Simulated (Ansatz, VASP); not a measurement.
## One calculation of Hf, two programs

Contents of INCAR:

```
SYSTEM = Hf
PREC = Accurate
ENCUT = 520
EDIFF = 1E-7
ISMEAR = -1
SIGMA = 0.1
LREAL = .False.
LASPH = .True.
NELM = 60
ALGO = Normal
ISIF = 2
LWAVE = .False.
LCHARG = .True.
GGA = CA
LELF = .True.
LVHAR = .True.
NBANDS = 11
```

Contents of KPOINTS:

```
regular mesh
0
Gamma
  15 15 15
  0 0 0
```

The input POSCAR:

```
Hf
1.0
    2.4831543384      0.0000000000      0.0000000000
    0.0000000000      2.4831543384      0.0000000000
    0.0000000000      0.0000000000      2.4831543384
Hf
1
Direct
    0.0000000000      0.0000000000      0.0000000000
```

Input for Ansatz:

```yaml
crystal:
  lattice:
    - [2.4831543384, 0.0, 0.0]
    - [0.0, 2.4831543384, 0.0]
    - [0.0, 0.0, 2.4831543384]
  atoms:
    - { symbol: Hf, position: [0.0, 0.0, 0.0] }
kpoints:
  mp_grid: { grid: [15, 15, 15] }
scf:
  occupations: { method: fermi_dirac, width: 0.1 }
hamiltonian:
  xc: lda
  pseudopotentials: { kind: all_electron, lapw: { basis_error: 0.001 } }
output:
  forces: true
  stress: true
  eigenvalues: true
  populations: true
```

Change from the starting cell: volume scaled by 0.68, LAPW.

Alike in both runs: task single point; functional LDA; k mesh 15 × 15 × 15; occupations fermi-dirac, width 0.1 eV; no spin polarisation.

```csv
,VASP,Ansatz
version,VASP 6.6.1,Ansatz 0.2.0
potentials or method,"VASP PAW LDA potentials, release 64 (Hf_pv)","all-electron LAPW, scalar-relativistic"
plane-wave cutoff (eV),520,see its input
```

```csv
,VASP,Ansatz,Ansatz less VASP
pressure (GPa),70.5,71.6,+1.04
```

Ansatz ran all-electron here, so the differences hold the error of VASP's frozen core and of both bases.

Caveats: the cell as given lies far from equilibrium; so large a pressure means that the cell lies far from this level's equilibrium, or that cutoff or potentials fall short (VASP). The runs have no spin-orbit coupling, so splittings on Hf are missing.
